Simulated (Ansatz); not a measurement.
WS2 (Tungstenite):

```
W S
1.0
     3.18000    0.00000    0.00000
    -1.59000    2.75396    0.00000
     0.00000    0.00000   12.50000
W S
2 4
Direct
  0.66667 0.33333 0.75000
  0.33333 0.66667 0.25000
  0.66667 0.33333 0.37500
  0.33333 0.66667 0.87500
  0.66667 0.33333 0.12500
  0.33333 0.66667 0.62500
```

| Quantity | Value |
| --- | --- |
| Program | Ansatz 0.2.0 |
| Task | relaxation of cell and atoms |
| Functional | PBEsol |
| Dispersion | D4 |
| Potentials or basis | Ansatz PAW |
| Cutoff | 420 eV (not typed: the program's choice for these potentials) |
| k mesh | 7 × 7 × 3 |
| Occupations | gaussian, width 0.01 eV |
| Spin | spin-orbit coupling, no magnetisation |

At the start: volume 18.24 Å³/atom.

Q: Where does the relaxation end?

A: It ends after 6 steps and the volume is 16.92 Å³/atom (-7.3 %); space group P6_3/mmc (No. 194, to 0.05 Å).

The path:
| step | energy change (eV) | largest force (eV/Å) | volume (Å³) |
| --- | --- | --- | --- |
| 1 | 0.0000 | 0.1434 | 109.47 |
| 2 | -0.0887 | 0.1111 | 103.82 |
| 3 | -0.0970 | 0.0453 | 100.56 |
| 4 | -0.0985 | 0.0012 | 101.65 |
| 5 | -0.0986 | 0.0016 | 101.50 |
| 6 | -0.0974 | 0.0014 | 101.50 |

Final structure:
```
CELL_PARAMETERS angstrom
3.12605 0.00000 0.00000
-1.56303 2.70724 0.00000
0.00000 0.00000 11.99366
ATOMIC_POSITIONS crystal
W 0.66667 0.33333 0.75000
W 0.33333 0.66667 0.25000
S 0.66667 0.33333 0.38098
S 0.33333 0.66667 0.88098
S 0.66667 0.33333 0.11902
S 0.33333 0.66667 0.61902
```

Caveat: the plane-wave basis is chosen anew once the cell has moved, so the energies of steps on either side of that aren't comparable; the PAW data sets come from PBE, with cores solved anew for the run's functional, which leaves a small shift of forces and pressure.
